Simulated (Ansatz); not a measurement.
Relaxed free-standing sheet of Sb (a trial structure of the honeycomb type):

```yaml
crystal:
  lattice:
    - [4.06869, 0.00000, 0.00000]
    - [-2.03434, 3.52358, 0.00000]
    - [0.00000, 0.00000, 28.00000]
  periodic: [true, true, false]
  atoms:
    - { symbol: Sb, position: [0.33333, 0.66667, 0.52946] }
    - { symbol: Sb, position: [0.66667, 0.33333, 0.47054] }
```

These are results of DFT PBE+D3(BJ), scalar-relativistic, plane waves, PAW in Ansatz 0.2.0, not measurements. Cutoff 420 eV; k points 9×9×1 on the computed 2-atom cell (Γ-centred); Gaussian smearing, width 0.02 eV; no spin polarisation. No periodic images along c.

```json
{
  "Band gap on the sampled k points": "1.17 eV",
  "Least direct gap": "1.66 eV",
  "Ionisation potential from the Kohn-Sham band edge": "4.70 eV",
  "Electron affinity from the Kohn-Sham band edge": "3.53 eV",
  "Bader charges (e)": "Sb1 0.00, Sb2 0.00"
}
```

Spin-orbit coupling is left out, which matters for the bands of heavy elements.